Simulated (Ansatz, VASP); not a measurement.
Two plane-wave programs on B

```xyz
4
Lattice="1.4250 0.8227 4.1581 -1.4250 0.8227 4.1581 0.0000 -1.6455 4.1581" Properties=species:S:1:pos:R:3 pbc="T T T"
B     0.0000    0.0000    0.8279
B     0.0000    0.0000   11.6465
B     0.0000    0.0000    2.4732
B     0.0000    0.0000   10.0012
```

Alike in both runs: functional PBE; k mesh 9 × 9 × 9; occupations gaussian, width 0.1 eV; no spin polarisation.

Ansatz relaxed the structure, and its values are those at the end. VASP's run is a single point on that final structure, the one shown.

```csv
,VASP,Ansatz
version,VASP 6.6.1,Ansatz 0.2.0
potentials or method,"VASP PAW PBE potentials, release 64 (B)","scalar-relativistic, plane waves, PAW"
plane-wave cutoff (eV),520,420
valence electrons in the cell,12,12
```

|  | VASP | Ansatz | Ansatz less VASP |
| --- | --- | --- | --- |
| gap on the k mesh at the Fermi level (eV) | none | none | - |
| pressure (GPa) | 0.0 | 0.0 | -0.03 |
| rms of the force components (eV/Å) | 0.009 | 0.002 | -0.0072 |

A gap of «none» marks a metal or a gap that the smearing closes. With one functional, cell and mesh, what is left measures potentials, basis and numerics.
